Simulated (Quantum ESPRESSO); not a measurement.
MgS (Niningerite):

```
CELL_PARAMETERS angstrom
0.00000 2.60165 2.60165
2.60165 0.00000 2.60165
2.60165 2.60165 0.00000
ATOMIC_POSITIONS crystal
S 0.50000 0.50000 0.50000
Mg 0.00000 0.00000 0.00000
```

* Program: Quantum ESPRESSO 7.5
* Task: phonons
* Functional: PBEsol
* Potentials or basis: GBRV 1.5 PBEsol
* Cutoff: 612 eV
* Density cutoff: 4898 eV
* k mesh: 6 × 6 × 6, shifted
* Occupations: fermi-dirac, width 0.05 eV
* Spin: no spin polarisation
* Mixing beta: 0.5
* Most SCF iterations: 120
* SCF threshold: 4e-10 Ry

The cell and the atoms were relaxed first, to 17.37 Å³/atom (a = 3.662 Å, b = 3.662 Å, c = 3.662 Å, α = 60.00°, β = 60.00°, γ = 60.00°), and the response was taken there.

The first run showed a gap, so the response started from a second, tighter run with fixed occupations.

What is the highest optical frequency at the zone centre, leaving out the macroscopic field of polar modes?

243 cm⁻¹, a mode of symmetry T1u (IR). With the field the highest mode lies at 397 cm⁻¹.

Optical modes at Γ, degenerate ones joined, polar ones without the macroscopic field:
| cm⁻¹ | components | symmetry | active in | IR intensity, summed ((D/Å)²/amu) |
| --- | --- | --- | --- | --- |
| 243 | 3 | T1u | IR | 26.77 |

Zone-centre frequencies without and with the macroscopic field along z (cm⁻¹):
```csv
,optical modes in rising order
without,243 243 243
with the field,243 243 397
```
